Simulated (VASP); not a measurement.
A run of VASP 6.6.1:

File INCAR:

```
  AGGAC = 0.0
  ALGO = Normal
  EDIFF = 1E-6
  EDIFFG = -0.02
  ENCUT = 600
  GGA = MK
  IBRION = 2
  ISIF = 3
  ISMEAR = -1
  LASPH = True
  LCHARG = False
  LREAL = False
  LUSE_VDW = True
  LWAVE = False
  NELM = 60
  NSW = 40
  PARAM1 = 0.1234
  PARAM2 = 0.711357
  PREC = Accurate
  SIGMA = 0.05
  ZAB_VDW = -1.8867
```

File KPOINTS:

```
k-points
0
Gamma
  12 12 11
```

Contents of POSCAR:

```
Si
1.0
    2.6205428149      0.0000000000      0.0000000000
   -1.3102714075      2.2694566494      0.0000000000
    0.0000000000      0.0000000000      2.4663543900
Si
1
Direct
    0.0000000000      0.0000000000      0.0000000000
```

Potentials or basis: VASP PAW PBE potentials, release 64 (Si).

Launch:

```bash
$ cat potpaw_PBE.64/Si/POTCAR > POTCAR
$ mpirun -np 1 vasp_std > vasp.out
```

Hardware: 1 thread of AMD EPYC 9R45 (Zen 5), with other jobs on the host.

**Question.** Estimate the wall time of this run.

**Answer.** Wall time 46 s on 1 thread of AMD EPYC 9R45 (Zen 5), on a shared host, peak memory 0.22 GiB. Counts: scf iterations 31, k points 114, ion steps 6.
